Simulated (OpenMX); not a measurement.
The system is MnS.

```xyz
2
Lattice="0.0000 2.6045 2.6045 2.6045 0.0000 2.6045 2.6045 2.6045 0.0000" Properties=species:S:1:pos:R:3 pbc="T T T"
Mn    0.0000    0.0000    0.0000
S     2.6045    2.6045    2.6045
```

Base run:

```yaml
Program: OpenMX 3.8.5
Functional: PBE
Potentials_or_basis: OpenMX 2013 PBE set, Mn6.0-s3p2d2, S7.0-s2p2d1f1, grid cutoff 400 Ry
k_mesh: 7 × 7 × 7
Occupations: fermi-dirac, width 0.05 eV
Spin: collinear spin, ferromagnetic start
Starting_moments: "[4.0, 0.0] μB"
Hubbard_terms: Mn U = 4 eV
```

Its results: band gap on the k mesh 0.78 eV, indirect (least direct gap 2.58 eV); net moment 5.00 μB per cell; site moments Mn +5.12; S -0.12 μB.

The run is repeated on the same cell with these changes: hubbard terms from Mn U = 4 eV to Mn U = 8 eV. What comes out?

Band gap on the k mesh 1.46 eV, indirect (least direct gap 3.46 eV); net moment 5.00 μB per cell; site moments Mn +5.45; S -0.45 μB.

Caveats: U acts on the first radial function of the shell alone, so its value doesn't carry over to other programs; an odd mesh through Γ misses points on the zone boundary, where band edges often lie; the basis of atomic orbitals isn't converged, which shifts pressures, moduli and gaps; a cell with one magnetic atom can't hold antiferromagnetic order, which such compounds often take.
